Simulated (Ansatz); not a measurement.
input.yaml (Ansatz)

```yaml
crystal:
  lattice:
    - [0.0, 2.5200299249, 2.5200299249]
    - [2.5200299249, 0.0, 2.5200299249]
    - [2.5200299249, 2.5200299249, 0.0]
  atoms:
    - { symbol: Hg, position: [0.0, 0.0, 0.0] }
hamiltonian:
  xc: pbe
  pseudopotentials:
    kind: paw
    azcp:
      Hg: "pseudopotentials/Hg.paw.azcp"
basis:
  ecutwfc: 420
  fft_grid_basis: typed
kpoints:
  mp_grid: { grid: [12, 12, 12], shift: [0, 0, 0] }
magnetization:
  spin_polarized: false
scf:
  occupations: { method: fermi_dirac, width: 0.1 }
  lower_state_search: "off"
output:
  stress: true
```

Terminal output

```
Engine: ansatz 0.2.0, x86_64-unknown-linux-gnu
Pseudopotentials: kind: paw
Pseudopotential: Hg, paw, valence charge 20, recommended cutoff 420 eV (normal) 
Functional definition: PBE
  parameter kappa = 0.804
  parameter beta = 0.06672455060314922
  exchange = pbe_x(kappa = kappa, mu = beta*pi^2/3)
  correlation = pbe_c(beta = beta)
Crystal: 1 atoms, lattice volume = 32.007 Å³
Basis set: ecut = 420 eV, 609 PW (Γ)
Bands: 14, of which v1, the nominal top of the filled ones, is band 10 counted from 1 (9 counted from 0)
Symmetry: 48 space group operations
Space group: Fm-3m (ITA 225), of the structure as read, at distance tolerance 3.2e-5 Å
k-points: 72 of 1728
Non-local potential: Hg, projectors of the file, l = 0: 3, l = 1: 2, l = 2: 2, l = 3: 1
PAW form: soft (Blöchl's): semilocal exchange-correlation on the pseudo side does not see the compensation charge
PAW one-centre angular grid: Hg, 590 points (default); XC on 64 Gauss nodes
Initial density: superposition of atomic densities (neutral atoms: chi_scale 0, normalization atom), corrected by the library's trained network
Initial wavefunctions: pseudopotential atomic-orbital guess
Functional: x = pbe(κ = 0.804, μ = 0.2195149727645171), c = pbe(β = 0.06672455060314922)
SCF iter   1: F=—  HF=-13813.446667 eV  |F-HF|=—  |Δ(HF+E_count)|=         —  Δρ=1.74e-3  dr2=1.16e-3  ethr=1.77e-3  ⟨swp⟩=5.4  Hψ=5259  notcnv=0
SCF iter   2: F=—  HF=-13813.447026 eV  |F-HF|=—  |Δ(HF+E_count)|=   3.59e-4  Δρ=8.65e-4  dr2=1.35e-4  ethr=5.80e-6  ⟨swp⟩=2.2  Hψ=1999  notcnv=0
SCF iter   3: F=—  HF=-13813.447087 eV  |F-HF|=—  |Δ(HF+E_count)|=   6.09e-5  Δρ=3.42e-4  dr2=3.82e-5  ethr=6.74e-7  ⟨swp⟩=2.0  Hψ=1639  notcnv=0
SCF iter   4: F=—  HF=-13813.447091 eV  |F-HF|=—  |Δ(HF+E_count)|=   3.83e-6  Δρ=4.16e-5  dr2=2.24e-7  ethr=1.91e-7  ⟨swp⟩=2.0  Hψ=1441  notcnv=0
iter 5 did not close the SCF: its close was put off for the readings that it lacked (scf_convergence_deferred on its scf_iter line)
SCF iter   5: F=-13813.447091 eV  HF=-13813.447091 eV  |F-HF|=4.95e-10  |Δ(HF+E_count)|=   3.45e-7  Δρ=2.30e-6  dr2=2.45e-9  ethr=1.12e-9  ⟨swp⟩=2.0  Hψ=1437  notcnv=0
SCF iter   6: F=-13813.447091 eV  HF=-13813.447091 eV  |F-HF|=3.64e-12  |Δ(HF+E_count)|=  8.19e-10  Δρ=4.22e-7  dr2=4.52e-11  ethr=1.22e-11  ⟨swp⟩=1.5  Hψ=2833  notcnv=0
SCF 1 converged in 6 iterations: F = -13813.447091 eV  dr2 = 4.52e-11
SCF converged after 6 iterations
Free energy (F): -13813.447091 eV
Harris-Foulkes:  -13813.447091 eV  (|F-HF|=3.64e-12)
Internal energy: -13813.444155 eV  (E = F + TS)
E sigma→0 (E₀):  -13813.445623 eV
Entropy (-TS):   -0.002936 eV (-2.936 meV/atom)
Fermi energy:    9.298236 eV
--- Per-component energies (eV) ---
  E_band       = -477.333996
  E_kinetic    = 604.917679
  E_local      = -2962.251417  (includes V_loc(G=0)·N_el)
  E_nonlocal   = 72.888931
  E_hartree    = 1256.967821
  E_xc         = -220.188748
  E_vxc        = -261.791455  (∫ρ·V_xc dr)
  E_paw        = -9945.953783  (= ΣΔE_a)
  E_vpaw       = -445.034717  (= ΣTr[D̂ρ^β])
  E_aug_tail   = 0.000936  (compensation charges beyond the density's cutoff)
  E_ewald      = -2619.825574
  E_smearing   = -0.002936  (= −TS)
  E_closure    = -0.000000  (closes the sum)
  Σ components = -13813.447091   (vs F -13813.447091, Δ=0.00e0)
--- Stress (GPa, compression-positive) ---
       -0.028322      -0.000000      -0.000000
        0.000000      -0.028322      -0.000000
       -0.000000      -0.000000      -0.028322
  P = ⅓ Tr σ = -0.0283 GPa (-0.283 kbar)
```

Launched by

```sh
ansatz run input.yaml --threads 1 --pin off --max-ram 3584MiB --backend cpu --events-out ev --progress --plain --runs-dir out
```

On 1 thread of Intel(R) Xeon(R) Platinum 8259CL CPU @ 2.50GHz (Skylake/Cascade Lake) (shared host) this took about 3 s of wall time and 2.5 s of CPU time.
